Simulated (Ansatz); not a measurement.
**Indium (dhcp) across density functionals**

All rows: Ansatz, plane waves with scalar-relativistic PAW, 420 eV (500 eV for the SCAN forms), relaxed under each functional, no dispersion correction, no zero-point motion. B₀ comes from uniform scaling at fixed shape; a dash is a value not given.

```tsv
functional	V (Å³/atom)	cell	B₀ (GPa)	magnetic state	ΔE to body-centred tetragonal (meV/atom)
PBE	27.52	a = 3.395 Å, c = 11.028 Å (c/a = 3.248)	36	spin not included	3
r²SCAN	26.29	a = 3.347 Å, c = 10.841 Å (c/a = 3.239)	42	spin not included	7
PBEsol	25.57	a = 3.314 Å, c = 10.758 Å (c/a = 3.247)	45	spin not included	4
LDA	24.62	a = 3.273 Å, c = 10.619 Å (c/a = 3.245)	50	spin not included	3
revPBE	28.44	a = 3.433 Å, c = 11.149 Å (c/a = 3.248)	32	spin not included	2
RPBE	28.81	a = 3.448 Å, c = 11.198 Å (c/a = 3.248)	30	spin not included	2
```

Question: What does BLYP give?

Answer: V (Å³/atom): 31.16; cell: a = 3.539 Å, c = 11.490 Å (c/a = 3.246); B₀ (GPa): 23; magnetic state: spin not included; ΔE to body-centred tetragonal (meV/atom): 2.
